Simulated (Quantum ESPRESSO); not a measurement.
# MnO: orders under a distortion at fixed volume

Aim: follow moments and order energies of MnO with a distortion at fixed volume.

Program: Quantum ESPRESSO 7.5. Level of theory: PBEsol with U = 4 eV on Mn d (ortho-atomic projectors); plane waves with GBRV 1.5 PBEsol potentials, no spin-orbit coupling. Results are calculated unless marked as measured.

## 1. The starting structure

It takes space group Fm-3m (No. 225, cubic). The conventional cell has a = 4.445 Å, b = 4.445 Å, c = 4.445 Å, α = 90.00°, β = 90.00°, γ = 90.00°. Nearest to Mn lie 6 O at 2.22 Å. Nearest to O lie 6 Mn at 2.22 Å. Farther neighbours and most contacts between anions are not listed.

The lattice constants were typed from memory of published values and not checked against a source.

## 2. Factor along z 0.9043, ferro +

Lengths along Cartesian z scale by the factor and those normal to it by its inverse root. Atoms keep their fractional places. Seeded atoms are those given a starting moment.

Contents of pw.in:

```
&CONTROL
  calculation = 'scf'
  prefix = 'pwscf'
  outdir = './tmp'
  pseudo_dir = './pseudo'
  disk_io = 'nowf'
  tprnfor = .true.
  tstress = .true.
/
&SYSTEM
  ibrav = 0
  celldm(1) = 8
  nat = 2
  ntyp = 2
  ecutwfc = 40
  ecutrho = 280
  nbnd = 19
  occupations = 'smearing'
  smearing = 'fd'
  degauss = 0.00367493
  nspin = 2
  starting_magnetization(1) = 0.3
  starting_magnetization(2) = 0
/
&ELECTRONS
  conv_thr = 4d-09
  electron_maxstep = 150
  mixing_beta = 0.3
/
ATOMIC_SPECIES
Mn     54.9380 mn_pbesol_v1.5.uspp.F.UPF
O      15.9990 o_pbesol_v1.2.uspp.F.UPF
CELL_PARAMETERS alat
   0.0000000000000    0.5520703005808    0.4747480401155
   0.5520703005808    0.0000000000000    0.4747480401155
   0.5520703005808    0.5520703005808    0.0000000000000
ATOMIC_POSITIONS crystal
Mn      0.0000000000    0.0000000000    0.0000000000
O       0.5000000000    0.5000000000    0.5000000000
K_POINTS automatic
10 10 10 0 0 0
HUBBARD {ortho-atomic}
U Mn-3d 4.0000
```

Started as:

```bash
$ OMP_NUM_THREADS=1 mpirun -n 4 pw.x -nk 4 -in pw.in > pw.out
```

Output:

```text
Program PWSCF v.7.5 starts

     Message from routine setup:
     using ibrav=0 with symmetry is DISCOURAGED, use correct ibrav instead

     K-points division:     npool     =       4
     Subspace diagonalization in iterative solution of the eigenvalue problem:

     bravais-lattice index     =            0
     lattice parameter (alat)  =       8.0000  a.u.
     unit-cell volume          =     148.1671 (a.u.)^3
     number of atoms/cell      =            2
     number of atomic types    =            2
     number of electrons       =        21.00
     number of Kohn-Sham states=           19
     kinetic-energy cutoff     =      40.0000  Ry
     charge density cutoff     =     280.0000  Ry
     scf convergence threshold =      4.0E-09
     mixing beta               =       0.3000
     number of iterations used =            8  plain     mixing
     Exchange-correlation= SLA  PW   PSX  PSC
                           (   1   4  10   8   0   0   0)
     Hubbard projectors: ortho-atomic
     Hubbard parameters of DFT+U (Dudarev formulation) in eV:
     U(Mn-3d) =  4.0000

     Internal variables: lda_plus_u =T, lda_plus_u_kind = 0

     Internal variables: orbital_resolved =F, hub_pot_fix =F, apply_U = F

     celldm(1)=   8.000000  celldm(2)=   0.000000  celldm(3)=   0.000000
     celldm(4)=   0.000000  celldm(5)=   0.000000  celldm(6)=   0.000000

     crystal axes: (cart. coord. in units of alat)
               a(1) = (   0.000000   0.552070   0.474748 )
               a(2) = (   0.552070   0.000000   0.474748 )
               a(3) = (   0.552070   0.552070   0.000000 )

     reciprocal axes: (cart. coord. in units 2 pi/alat)
               b(1) = ( -0.905682  0.905682  1.053190 )
               b(2) = (  0.905682 -0.905682  1.053190 )
               b(3) = (  0.905682  0.905682 -1.053190 )

     PseudoPot. # 1 for Mn read from file:
     mn_pbesol_v1.5.uspp.F.UPF
     Pseudo is Ultrasoft + core correction, Zval = 15.0

     PseudoPot. # 2 for O  read from file:
     o_pbesol_v1.2.uspp.F.UPF
     Pseudo is Ultrasoft + core correction, Zval =  6.0

     atomic species   valence    mass     pseudopotential
     Mn               15.00    54.93800     Mn( 1.00)
     O                 6.00    15.99900     O ( 1.00)

     Starting magnetic structure
     atomic species   magnetization
     Mn              0.300
     O               0.000

     16 Sym. Ops., with inversion, found

   Cartesian axes

     site n.     atom                  positions (alat units)
         1        Mn     tau(   1) = (   0.0000000   0.0000000   0.0000000  )
         2        O      tau(   2) = (   0.5520703   0.5520703   0.4747480  )

     number of k points=   102  Fermi-Dirac smearing, width (Ry)=  0.0037

     Number of k-points >= 100: set verbosity='high' to print them.

     Dense  grid:    11729 G-vectors     FFT dimensions: (  32,  32,  36)

     Smooth grid:     5063 G-vectors     FFT dimensions: (  24,  24,  25)

     Check: negative core charge=   -0.000054
     Generating pointlists ...
     new r_m :   0.1958 (alat units)  1.5667 (a.u.) for type    1
     new r_m :   0.1958 (alat units)  1.5667 (a.u.) for type    2

     Initial potential from superposition of free atoms

     starting charge      20.4999, renormalised to      21.0000

     STARTING HUBBARD OCCUPATIONS:

     =================== HUBBARD OCCUPATIONS ===================
     ------------------------ ATOM    1 ------------------------
     Tr[ns(  1)] (up, down, total) =   5.00000  0.00000  5.00000
     Atomic magnetic moment for atom   1 =   5.00000
     [... lines left out ...]
     Number of occupied Hubbard levels =    5.0000

     Atomic wfc used for Hubbard projectors are orthogonalized

     Starting wfcs are   17 randomized atomic wfcs +    2 random wfcs

     Self-consistent Calculation

     iteration #  1     ecut=    40.00 Ry     beta= 0.30
     Davidson diagonalization with overlap
     ethr =  1.00E-02,  avg # of iterations =  4.8

     =================== HUBBARD OCCUPATIONS ===================
     ------------------------ ATOM    1 ------------------------
     Tr[ns(  1)] (up, down, total) =   4.83725  0.14585  4.98310
     Atomic magnetic moment for atom   1 =   4.69140
     [... lines left out ...]
     Number of occupied Hubbard levels =    4.9831

     total energy              =    -243.14892217 Ry
     estimated scf accuracy    <       0.59157083 Ry

     total magnetization       =     4.97 Bohr mag/cell
     absolute magnetization    =     4.97 Bohr mag/cell

     iteration #  2     ecut=    40.00 Ry     beta= 0.30
     Davidson diagonalization with overlap
     ethr =  2.82E-03,  avg # of iterations =  1.6

     total energy              =    -243.26374553 Ry
     estimated scf accuracy    <       0.02911012 Ry

     total magnetization       =     5.00 Bohr mag/cell
     absolute magnetization    =     5.00 Bohr mag/cell

     [... further iterations left out ...]

     iteration # 10     ecut=    40.00 Ry     beta= 0.30
     Davidson diagonalization with overlap
     ethr =  5.54E-11,  avg # of iterations =  2.0

     negative rho (up, down):  0.000E+00 4.873E-04

     total energy              =    -243.27123094 Ry
     estimated scf accuracy    <          8.8E-09 Ry

     total magnetization       =     5.00 Bohr mag/cell
     absolute magnetization    =     5.00 Bohr mag/cell

     iteration # 11     ecut=    40.00 Ry     beta= 0.30
     Davidson diagonalization with overlap
     ethr =  4.17E-11,  avg # of iterations =  1.5

     negative rho (up, down):  0.000E+00 4.872E-04

     Magnetic moment per site  (integrated on atomic sphere of radius R)
     atom   1 (R=0.196)  charge= 12.1460  magn=  4.0419
     atom   2 (R=0.196)  charge=  5.5159  magn=  0.1800

     End of self-consistent calculation

     =================== HUBBARD OCCUPATIONS ===================
     ------------------------ ATOM    1 ------------------------
     Tr[ns(  1)] (up, down, total) =   4.95474  0.27060  5.22534
     Atomic magnetic moment for atom   1 =   4.68415
     [... lines left out ...]
     Number of occupied Hubbard levels =    5.2253

     Number of k-points >= 100: set verbosity='high' to print the bands.

     the Fermi energy is    13.2770 ev

!    total energy              =    -243.27123096 Ry
     estimated scf accuracy    <          2.9E-10 Ry
     smearing contrib. (-TS)   =      -0.00001065 Ry
     internal energy E=F+TS    =    -243.27122032 Ry

     The total energy is F=E-TS. E is the sum of the following terms:
     one-electron contribution =    -111.14216021 Ry
     hartree contribution      =      66.52475311 Ry
     xc contribution           =     -33.82349198 Ry
     ewald contribution        =    -164.87364063 Ry
     Hubbard energy            =       0.04331940 Ry

     total magnetization       =     5.00 Bohr mag/cell
     absolute magnetization    =     5.00 Bohr mag/cell

     convergence has been achieved in  11 iterations

     negative rho (up, down):  0.000E+00 4.872E-04

     Forces acting on atoms (cartesian axes, Ry/au):

     atom    1 type  1   force =    -0.00000000    0.00000000    0.00000000
     atom    2 type  2   force =     0.00000000   -0.00000000   -0.00000000

     Total force =     0.000000     Total SCF correction =     0.000000

     Computing stress (Cartesian axis) and pressure

     negative rho (up, down):  0.000E+00 4.872E-04
          total   stress  (Ry/bohr**3)                   (kbar)     P=      102.41
   0.00012756   0.00000000  -0.00000000           18.77        0.00       -0.00
   0.00000000   0.00012756   0.00000000            0.00       18.77        0.00
  -0.00000000   0.00000000   0.00183335           -0.00        0.00      269.69

=------------------------------------------------------------------------------=
   JOB DONE.
=------------------------------------------------------------------------------=
```

Wall time 14 s (4 MPI ranks of Arm Neoverse V1, shared host); peak memory 0.29 GiB.

Spin moment in the atom's sphere by atom:

| atom | spin moment in the atom's sphere (μB) |
| --- | --- |
| Mn1 | 4.04 |
| O2 | 0.18 |

Read from the output:

```
smearing term TS       : 1.45e-4 eV
pressure               : 10.24 GPa
magnetization          : 5 μB
absolute magnetization : 5 μB
final state            : ferromagnetic
```

## 3. Factor along z 0.9043, antiferro q=(0,0,1/2) +-

The wavevector q is in fractions of the reciprocal vectors of the crystal's primitive cell, as the cells of these inputs are built from it; moments change sign between cells as cos(2π q·R).

Contents of pw.in:

```
&CONTROL
  calculation = 'scf'
  prefix = 'pwscf'
  outdir = './tmp'
  pseudo_dir = './pseudo'
  disk_io = 'nowf'
  tprnfor = .true.
  tstress = .true.
/
&SYSTEM
  ibrav = 0
  celldm(1) = 8
  nat = 4
  ntyp = 3
  ecutwfc = 40
  ecutrho = 280
  nbnd = 30
  occupations = 'smearing'
  smearing = 'fd'
  degauss = 0.00367493
  nspin = 2
  starting_magnetization(1) = 0.3
  starting_magnetization(2) = -0.3
  starting_magnetization(3) = 0
/
&ELECTRONS
  conv_thr = 8d-09
  electron_maxstep = 150
  mixing_beta = 0.3
/
ATOMIC_SPECIES
Mn1    54.9380 mn_pbesol_v1.5.uspp.F.UPF
Mn2    54.9380 mn_pbesol_v1.5.uspp.F.UPF
O      15.9990 o_pbesol_v1.2.uspp.F.UPF
CELL_PARAMETERS alat
   0.0000000000000    0.5520703005808    0.4747480401155
   0.5520703005808    0.0000000000000    0.4747480401155
   1.1041406011617    1.1041406011617    0.0000000000000
ATOMIC_POSITIONS crystal
Mn1     0.0000000000    0.0000000000    0.0000000000
Mn2     0.0000000000    0.0000000000    0.5000000000
O       0.5000000000    0.5000000000    0.2500000000
O       0.5000000000    0.5000000000    0.7500000000
K_POINTS automatic
10 10 5 0 0 0
HUBBARD {ortho-atomic}
U Mn1-3d 4.0000
U Mn2-3d 4.0000
```

Output:

```text
     [... lines left out ...]
Program PWSCF v.7.5 starts
     [... lines left out ...]
     number of atoms/cell      =            4
     [... lines left out ...]
     number of electrons       =        42.00
     number of Kohn-Sham states=           30
     kinetic-energy cutoff     =      40.0000  Ry
     charge density cutoff     =     280.0000  Ry
     scf convergence threshold =      8.0E-09
     [... lines left out ...]
      4 Sym. Ops., with inversion, found
     [... lines left out ...]
     number of k points=   141  Fermi-Dirac smearing, width (Ry)=  0.0037
     [... lines left out ...]
     iteration # 10     ecut=    40.00 Ry     beta= 0.30
     [... lines left out ...]
     Magnetic moment per site  (integrated on atomic sphere of radius R)
     atom   1 (R=0.196)  charge= 12.1441  magn=  4.0015
     atom   2 (R=0.196)  charge= 12.1441  magn= -4.0015
     atom   3 (R=0.196)  charge=  5.5114  magn= -0.0000
     atom   4 (R=0.196)  charge=  5.5114  magn= -0.0000
     [... lines left out ...]
     Tr[ns(  1)] (up, down, total) =   4.94239  0.29852  5.24091
     [... lines left out ...]
     Tr[ns(  2)] (up, down, total) =   0.29852  4.94239  5.24091
     [... lines left out ...]
     the Fermi energy is    12.8897 ev
!    total energy              =    -486.55539744 Ry
     estimated scf accuracy    <          1.7E-09 Ry
     smearing contrib. (-TS)   =      -0.00000000 Ry
     [... lines left out ...]
     total magnetization       =    -0.00 Bohr mag/cell
     absolute magnetization    =     9.44 Bohr mag/cell
     convergence has been achieved in  10 iterations
     [... lines left out ...]
     Total force =     0.000001     Total SCF correction =     0.000006
     [... lines left out ...]
          total   stress  (Ry/bohr**3)                   (kbar)     P=       70.31
     [... lines left out ...]
```

The job ended after 72 s (4 MPI ranks; peak memory 0.55 GiB; 4.8 min of CPU time).

Spin moment in the atom's sphere by atom:

| atom | spin moment in the atom's sphere (μB) |
| --- | --- |
| Mn1 | 4.00 |
| Mn2 | -4.00 |
| O3 | 0.00 |
| O4 | 0.00 |

This step gave:

- smearing term TS: 3.82e-10 eV
- pressure: 7.032 GPa
- magnetization: 0 μB
- absolute magnetization: 9.439 μB
- final state: antiferromagnetic

## 4. Factor along z 0.9043, no spin polarisation

Contents of pw.in:

```
&CONTROL
  calculation = 'scf'
  prefix = 'pwscf'
  outdir = './tmp'
  pseudo_dir = './pseudo'
  disk_io = 'nowf'
  tprnfor = .true.
  tstress = .true.
/
&SYSTEM
  ibrav = 0
  celldm(1) = 8
  nat = 2
  ntyp = 2
  ecutwfc = 40
  ecutrho = 280
  nbnd = 17
  occupations = 'smearing'
  smearing = 'fd'
  degauss = 0.00367493
/
&ELECTRONS
  conv_thr = 4d-09
  electron_maxstep = 150
  mixing_beta = 0.3
/
ATOMIC_SPECIES
Mn     54.9380 mn_pbesol_v1.5.uspp.F.UPF
O      15.9990 o_pbesol_v1.2.uspp.F.UPF
CELL_PARAMETERS alat
   0.0000000000000    0.5520703005808    0.4747480401155
   0.5520703005808    0.0000000000000    0.4747480401155
   0.5520703005808    0.5520703005808    0.0000000000000
ATOMIC_POSITIONS crystal
Mn      0.0000000000    0.0000000000    0.0000000000
O       0.5000000000    0.5000000000    0.5000000000
K_POINTS automatic
10 10 10 0 0 0
HUBBARD {ortho-atomic}
U Mn-3d 4.0000
```

Output:

```text
     [... lines left out ...]
Program PWSCF v.7.5 starts
     [... lines left out ...]
     number of atoms/cell      =            2
     [... lines left out ...]
     number of electrons       =        21.00
     number of Kohn-Sham states=           17
     kinetic-energy cutoff     =      40.0000  Ry
     charge density cutoff     =     280.0000  Ry
     scf convergence threshold =      4.0E-09
     [... lines left out ...]
     16 Sym. Ops., with inversion, found
     [... lines left out ...]
     number of k points=   102  Fermi-Dirac smearing, width (Ry)=  0.0037
     [... lines left out ...]
     iteration # 11     ecut=    40.00 Ry     beta= 0.30
     [... lines left out ...]
     Tr[ns(  1)] =   5.55405
     [... lines left out ...]
     the Fermi energy is    11.9273 ev
!    total energy              =    -242.96174882 Ry
     estimated scf accuracy    <          3.3E-09 Ry
     smearing contrib. (-TS)   =      -0.00302877 Ry
     [... lines left out ...]
     convergence has been achieved in  11 iterations
     [... lines left out ...]
     Total force =     0.000000     Total SCF correction =     0.000000
     [... lines left out ...]
          total   stress  (Ry/bohr**3)                   (kbar)     P=     -276.27
     [... lines left out ...]
```

The job ended after 6.7 s (4 MPI ranks; peak memory 0.26 GiB).

Read from the output:

| Property | Result |
| --- | --- |
| smearing term TS | 0.04121 eV |
| pressure | -27.63 GPa |
| final state | non-magnetic (no spin polarisation) |

## 5. Factor along z 1.0913, ferro +

pw.in, as its differences from that of step 4:

```diff
@@ -16,3 +16,3 @@
   ecutrho = 280
-  nbnd = 17
+  nbnd = 19
   occupations = 'smearing'
@@ -20,2 +20,5 @@
   degauss = 0.00367493
+  nspin = 2
+  starting_magnetization(1) = 0.3
+  starting_magnetization(2) = 0
 /
@@ -30,5 +33,5 @@
 CELL_PARAMETERS alat
-   0.0000000000000    0.5520703005808    0.4747480401155
-   0.5520703005808    0.0000000000000    0.4747480401155
-   0.5520703005808    0.5520703005808    0.0000000000000
+   0.0000000000000    0.5025491839278    0.5729210839081
+   0.5025491839278    0.0000000000000    0.5729210839081
+   0.5025491839278    0.5025491839278    0.0000000000000
 ATOMIC_POSITIONS crystal
```

Output:

```text
     [... lines left out ...]
Program PWSCF v.7.5 starts
     [... lines left out ...]
     number of atoms/cell      =            2
     [... lines left out ...]
     number of electrons       =        21.00
     number of Kohn-Sham states=           19
     kinetic-energy cutoff     =      40.0000  Ry
     charge density cutoff     =     280.0000  Ry
     scf convergence threshold =      4.0E-09
     [... lines left out ...]
     16 Sym. Ops., with inversion, found
     [... lines left out ...]
     number of k points=   102  Fermi-Dirac smearing, width (Ry)=  0.0037
     [... lines left out ...]
     iteration # 11     ecut=    40.00 Ry     beta= 0.30
     [... lines left out ...]
     Magnetic moment per site  (integrated on atomic sphere of radius R)
     atom   1 (R=0.207)  charge= 12.4013  magn=  4.1790
     atom   2 (R=0.207)  charge=  5.7771  magn=  0.1822
     [... lines left out ...]
     Tr[ns(  1)] (up, down, total) =   4.96258  0.26310  5.22568
     [... lines left out ...]
     the Fermi energy is    13.3761 ev
!    total energy              =    -243.27545200 Ry
     estimated scf accuracy    <          3.4E-10 Ry
     smearing contrib. (-TS)   =      -0.00001972 Ry
     [... lines left out ...]
     total magnetization       =     5.00 Bohr mag/cell
     absolute magnetization    =     5.00 Bohr mag/cell
     convergence has been achieved in  11 iterations
     [... lines left out ...]
     Total force =     0.000000     Total SCF correction =     0.000000
     [... lines left out ...]
          total   stress  (Ry/bohr**3)                   (kbar)     P=       81.35
     [... lines left out ...]
```

Wall time 14 s (4 MPI ranks); peak memory 0.3 GiB; 55 s of CPU time.

This step gave:

```
smearing term TS       : 2.68e-4 eV
pressure               : 8.135 GPa
magnetization          : 5 μB
absolute magnetization : 5 μB
final state            : ferromagnetic
largest moment         : 4.179 μB
```

## 6. All points

The runs not shown differ from these in the moved quantity alone.

Final states:

| tetragonal | ferro + | antiferro q=(0,0,1/2) +- | no spin polarisation |
| --- | --- | --- | --- |
| 0.9043 | ferromagnetic | antiferromagnetic | non-magnetic |
| 0.9287 | ferromagnetic | antiferromagnetic | non-magnetic |
| 0.9528 | ferromagnetic | antiferromagnetic | non-magnetic |
| 0.9765 | ferromagnetic | antiferromagnetic | non-magnetic |
| 1 | ferromagnetic | antiferromagnetic | non-magnetic |
| 1.023 | ferromagnetic | antiferromagnetic | non-magnetic |
| 1.046 | ferromagnetic | antiferromagnetic | non-magnetic |
| 1.069 | ferromagnetic | antiferromagnetic | non-magnetic |
| 1.091 | ferromagnetic | antiferromagnetic | non-magnetic |

The largest site moment by tetragonal:

| tetragonal (factor) | ferro + (μB) | antiferro q=(0,0,1/2) +- (μB) |
| --- | --- | --- |
| 0.9043 | 4.04 | 4.00 |
| 0.9287 | 4.11 | 4.08 |
| 0.9528 | 4.18 | 4.14 |
| 0.9765 | 4.23 | 4.19 |
| 1.0000 | 4.28 | 4.24 |
| 1.0232 | 4.26 | 4.22 |
| 1.0461 | 4.23 | 4.19 |
| 1.0688 | 4.21 | 4.17 |
| 1.0913 | 4.18 | 4.14 |

The energy less that of the parallel start by tetragonal; values in meV a seeded atom:

| tetragonal (factor) | antiferro q=(0,0,1/2) +- | no spin polarisation |
| --- | --- | --- |
| 0.9043 | -88.0 | 4211 |
| 0.9287 | -78.9 | 4277 |
| 0.9528 | -73.8 | 4332 |
| 0.9765 | -71.4 | 4375 |
| 1.0000 | -70.8 | 4447 |
| 1.0232 | -71.2 | 4196 |
| 1.0461 | -72.5 | 4146 |
| 1.0688 | -74.7 | 4098 |
| 1.0913 | -77.6 | 4049 |

Energy over the lowest against tetragonal; values in meV an atom:

| tetragonal (factor) | ferro + | antiferro q=(0,0,1/2) +- | no spin polarisation |
| --- | --- | --- | --- |
| 0.9043 | 112 | 68.4 | 2218 |
| 0.9287 | 74.6 | 35.2 | 2213 |
| 0.9528 | 51.4 | 14.5 | 2217 |
| 0.9765 | 39.1 | 3.45 | 2226 |
| 1.0000 | 35.4 | 0 | 2259 |
| 1.0232 | 38.7 | 3.13 | 2137 |
| 1.0461 | 48.2 | 11.9 | 2121 |
| 1.0688 | 63.3 | 25.9 | 2112 |
| 1.0913 | 83.7 | 44.9 | 2108 |

## 7. Results

```json
{
 "moment, parallel start": "4.04 to 4.28 μB",
 "states met from these starts": "antiferromagnetic and ferromagnetic"
}
```

In words: The moment of the parallel start goes from 4.04 μB at 0.9043 to 4.18 μB at 1.0913, by way of 4.28 μB. The net moment of the cell goes from 5 to 5 μB. The radius of the spheres follows the nearest distance, so part of the change of the site moments is the spheres'. The energy against the spinless run jumps between two points, so runs change to another solution there. The largest moment of the start antiferro q=(0,0,1/2) +- lies between 4.00 and 4.24 μB. The start antiferro q=(0,0,1/2) +- lies under the parallel one at every finished point, by 70.8 to 88.0 meV a seeded atom.

[Logs and program files are shortened in this print: banners, set-up blocks, solver, clock and traceback lines can be left out without a mark of their own.]

[Logs are printed without paths, hosts, clocks, repeated set-up lines and the standing remarks that a program may print on its own settings, such as how far it seeks lower states.]

[Hosts, paths, dates, database ids (printed as entryN), source tags and the programs' standing remarks are cut or masked in the printed files.]

[Where a cell is said to come from a database of computed structures, the database is the Materials Project.]
